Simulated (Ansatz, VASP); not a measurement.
One calculation of AlN, two programs

```
Al N
1.0
     2.99600    0.00000    0.00000
    -1.49800    2.59461    0.00000
     0.00000    0.00000    4.94358
Al N
2 2
Direct
  0.33333 0.66667 0.00152
  0.66667 0.33333 0.50152
  0.33333 0.66667 0.38348
  0.66667 0.33333 0.88348
```

Alike in both runs: task relaxation of the atoms; functional LDA; k mesh 9 × 9 × 6; occupations gaussian, width 0.05 eV; no spin polarisation.

|  | VASP | Ansatz |
| --- | --- | --- |
| version | VASP 6.6.1 | Ansatz 0.2.0 |
| potentials or method | VASP PAW LDA potentials, release 64 (Al, N) | scalar-relativistic, plane waves, PAW |
| plane-wave cutoff (eV) | 520 | 520 |
| valence electrons in the cell | 16 | 16 |

```csv
,VASP,Ansatz,Ansatz less VASP
"gap on the k mesh at the Fermi level, each at its own relaxed structure (eV)",4.88,4.90,+0.022
energy change over the relaxation (meV/atom),-3,-3,+0.2
```

Ansatz warned: «pseudo_functional_mismatch».

Caveats: an odd mesh through Γ misses points on the zone boundary, where band edges often lie. LDA gaps usually lie below the measured ones, often by a third to a half.
